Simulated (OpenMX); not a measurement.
Runs of OpenMX 3.8.5 on TiSi2. Symmetry: Immm, No. 71, orthorhombic system. The conventional cell has a = 2.887 Å, b = 3.356 Å, c = 8.424 Å, α = 90.00°, β = 90.00°, γ = 90.00°. Ti (site symmetry mmm) has 10 Si at 2.64 to 2.78 Å and 2 Ti at 2.89 Å as nearest neighbours. Si (site symmetry mm2) is surrounded by 7 Si at 2.59 to 2.89 Å and 5 Ti at 2.64 to 2.78 Å. The cell comes from a database or a generator and needn't be the stable form of this composition.

```tsv
cell	pressure (GPa)	largest force (eV/Å)
Immm, 13.6 Å³/atom	7.8	0.14
Immm, 13.05 Å³/atom	15.4	0.23
Immm, 14.73 Å³/atom	-3.5	0.04
Immm, 15.32 Å³/atom	-7.6	(a)
Immm, 14.16 Å³/atom	(b)	(c)
```

Alike in all rows: task band structure; level PBE; potentials or basis OpenMX 2013 PBE set, Ti7.0-s3p2d2, Si7.0-s2p2d1, grid cutoff 400 Ry; no spin polarisation; k mesh 9 × 9 × 9; smearing fermi-dirac 0.05 eV.

Q: Fill in the values left out.

A: (a) 0.08; (b) 1.6; (c) 0.07.

Caveats: the basis of atomic orbitals isn't converged, which shifts pressures, moduli and gaps.
